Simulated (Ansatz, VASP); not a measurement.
# TaN in VASP and in Ansatz

```
Ta N
1.0
     0.00000    2.17384    2.17384
     2.17384    0.00000    2.17384
     2.17384    2.17384    0.00000
Ta N
1 1
Direct
  0.49566 0.50434 0.50434
  0.05612 0.94388 0.94388
```

Change from the starting cell: mode 4 frozen in at -0.244 Å, equal normal strain along x, y and z +0.0000.

Alike in both runs: task single point; functional LDA; k mesh 18 × 18 × 18; occupations gaussian, width 0.15 eV; no spin polarisation.

```csv
,VASP,Ansatz
version,VASP 6.6.1,Ansatz 0.2.0
potentials or method,"VASP PAW LDA potentials, release 64 (Ta_pv, N)","scalar-relativistic, plane waves, PAW"
plane-wave cutoff (eV),520,520
valence electrons in the cell,16,18
```

```csv
,VASP,Ansatz,Ansatz less VASP
gap on the k mesh at the Fermi level (eV),none,none,-
pressure (GPa),15.9,13.4,-2.45
largest component of the traceless stress (GPa),26.26,25.73,-0.533
rms of the force components (eV/Å),2.013,1.972,-0.0415
```

Atom by atom the forces differ by 0.041 eV/Å (rms over components). A gap of «none» marks a metal or a gap that the smearing closes. The two sets of potentials don't hold the same shells in valence. Ansatz warned: «pseudo_functional_mismatch».

Caveats: so large a pressure means that the cell lies far from this level's equilibrium, or that cutoff or potentials fall short (VASP); forces of over 1 eV/Å show positions far from the minimum, so gaps and moduli don't describe the material at rest. Spin-orbit coupling is left out, which matters for the levels of Ta.
